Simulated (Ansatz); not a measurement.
## Thermal properties of Ir from its phonons at 0.98 times its equilibrium volume

The calculation used DFT PBE, scalar-relativistic, plane waves, PAW (Ansatz 0.2.0). Cutoff 420 eV, 20×20×20 k-points (Γ-centred), Fermi-Dirac smearing of 0.15 eV. No spin polarisation. Phonons by linear response, acoustic sum rule imposed.

The cell, relaxed in shape and atoms at 0.98 times its equilibrium volume:
```yaml
crystal:
  lattice:
    - [0.00000, 1.92349, 1.92349]
    - [1.92349, 0.00000, 1.92349]
    - [1.92349, 1.92349, 0.00000]
  atoms:
    - { symbol: Ir, position: [0.00000, 0.00000, 0.00000] }
```

In a metal, frequencies and elastic constants depend on the k mesh and the smearing, soft modes and shear constants most. Spin–orbit coupling is left out, which matters for heavy elements. The q mesh is coarse, so values between its points are rough.

Force constants from linear response on a 2×2×2 q mesh, interpolated to a fine mesh.

Phonon density of states, in bins of 5 cm⁻¹:
(bin centre (cm⁻¹), share of modes (%)): (2.5, 0.0), (7.5, 0.0), (12.5, 0.0), (17.5, 0.0), (22.5, 0.1), (27.5, 0.1), (32.5, 0.1), (37.5, 0.2), (42.5, 0.2), (47.5, 0.3), (52.5, 0.4), (57.5, 0.5), (62.5, 0.6), (67.5, 0.7), (72.5, 0.8), (77.5, 1.0), (82.5, 1.2), (87.5, 1.4), (92.5, 1.7), (97.5, 2.1), (102.5, 2.5), (107.5, 3.2), (112.5, 4.6), (117.5, 5.3), (122.5, 5.6), (127.5, 5.8), (132.5, 6.0), (137.5, 6.2), (142.5, 6.5), (147.5, 4.3), (152.5, 3.7), (157.5, 3.6), (162.5, 3.5), (167.5, 3.1), (172.5, 2.3), (177.5, 5.5), (182.5, 8.3), (187.5, 5.2), (192.5, 2.4), (197.5, 1.2), (202.5, 0.0)

(1) How much zero-point energy does an atom carry?

(2) How large are the vibrational entropy and heat capacity at 300 K?

(3) Tabulate them against temperature.

Results:

(1) 26.1 meV.

(2) S = 4.36 k_B and C_V = 2.88 k_B per atom, 96 % of the Dulong–Petit value.

(3)
```csv
T (K),F_vib (meV/atom),S (k_B/atom),C_V (k_B/atom)
100,21.7,1.48,2.15
200,0.9,3.21,2.75
300,-32.0,4.36,2.88
400,-73.4,5.20,2.93
500,-121.1,5.85,2.96
600,-173.9,6.39,2.97
700,-231.0,6.85,2.98
800,-291.8,7.25,2.98
900,-355.9,7.60,2.99
1000,-422.7,7.92,2.99
```

Cost: 1 run of about 0.9 core-minutes, on Intel Xeon 6975P-C (Granite Rapids) (shared hosts).